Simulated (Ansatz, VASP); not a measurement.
# TaN: VASP beside Ansatz

```xyz
4
Lattice="3.1330 0.0000 0.0000 -1.5665 2.7132 0.0000 0.0000 0.0000 6.0875" Properties=species:S:1:pos:R:3 pbc="T T T"
Ta    0.0000    1.8088    0.1913
Ta    1.5665    0.9044    3.2350
N     0.0000    1.8088    2.1524
N     1.5665    0.9044    5.1962
```

Alike in both runs: functional r2SCAN; k mesh 6 × 6 × 4; occupations gaussian, width 0.1 eV; no spin polarisation.

Ansatz relaxed the structure, and its values are those at the end. VASP's run is a single point on that final structure, the one shown.

|  | VASP | Ansatz |
| --- | --- | --- |
| version | VASP 6.6.1 | Ansatz 0.2.0 |
| potentials or method | VASP PAW PBE potentials, release 64 (Ta_pv, N) | scalar-relativistic, plane waves, PAW |
| plane-wave cutoff (eV) | 520 | 500 |
| valence electrons in the cell | 32 | 36 |

|  | VASP | Ansatz | Ansatz less VASP |
| --- | --- | --- | --- |
| gap on the k mesh at the Fermi level (eV) | 0.08 | 0.09 | +0.013 |
| least direct gap on the mesh (eV) | 0.79 | 0.80 | +0.007 |
| pressure (GPa) | 1.3 | 0.1 | -1.19 |
| rms of the force components (eV/Å) | 0.024 | 0.000 | -0.0235 |

The functional is the same, so the differences come from potentials, cutoffs and numerics. The two sets of potentials don't hold the same shells in valence.

Caveats: the PAW data sets were made with another functional, which shifts forces and pressure a little (VASP); spin-orbit coupling is left out, which moves the levels of the heavy elements.
